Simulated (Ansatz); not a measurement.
C under changes of volume

One of the cells (5.672 Å³/atom); the others are scaled copies at fixed shape and fractional positions:

```
C
1.0
     0.00000    1.78337    1.78337
     1.78337    0.00000    1.78337
     1.78337    1.78337    0.00000
C
2
Direct
  0.75000 0.75000 0.75000
  0.50000 0.50000 0.50000
```

This isn't the form of C at room conditions, which is graphite.

```yaml
Program: Ansatz 0.2.0
Functional: LDA
Potentials_or_basis: Ansatz PAW
Cutoff: "420 eV (not typed: the program's choice for these potentials)"
k_mesh: 13 × 13 × 13
Occupations: fermi-dirac, width 0.05 eV
Spin: no spin polarisation
```

```csv
volume (Å³/atom),energy over the lowest point (meV/atom),pressure (GPa),gap on the mesh (eV)
5.332,7.82,16.0,4.26
5.445,0.29,5.3,4.21
5.558,0.00,-4.3,4.16
5.672,6.16,-13.1,4.11
5.785,18.31,-21.1,4.07
5.899,?,?,?
6.012,58.29,-34.9,3.98
```

**Question.** What does the run at 5.899 Å³/atom give?

**Answer.** Energy over the lowest point 35.84 meV/atom; pressure -28.3 GPa; gap on the mesh 4.03 eV.

Worked out: A Birch-Murnaghan fit of order 3 (a polynomial in V^(-2/3)) to the other rows has its minimum at 5.51 Å³/atom with B0 = V·E''(V) = 469 GPa and B' = 3.7. It gives 35.93 meV/atom at 5.899 Å³/atom, against the run's 35.84, and -dE/dV = -28.4 GPa, against -28.3. A straight line through the other rows of the gap, of slope -2.33 eV per unit of ln V, gives 4.02 eV, against the run's 4.03.

Energies are extrapolated to zero smearing.

Caveats: odd divisions of the mesh miss points on the zone boundary, where band edges often lie, so the gap on the mesh can be too wide; the PAW data sets come from PBE, with cores solved anew for the run's functional, which leaves a small shift of forces and pressure.

A mesh can miss the band edges.
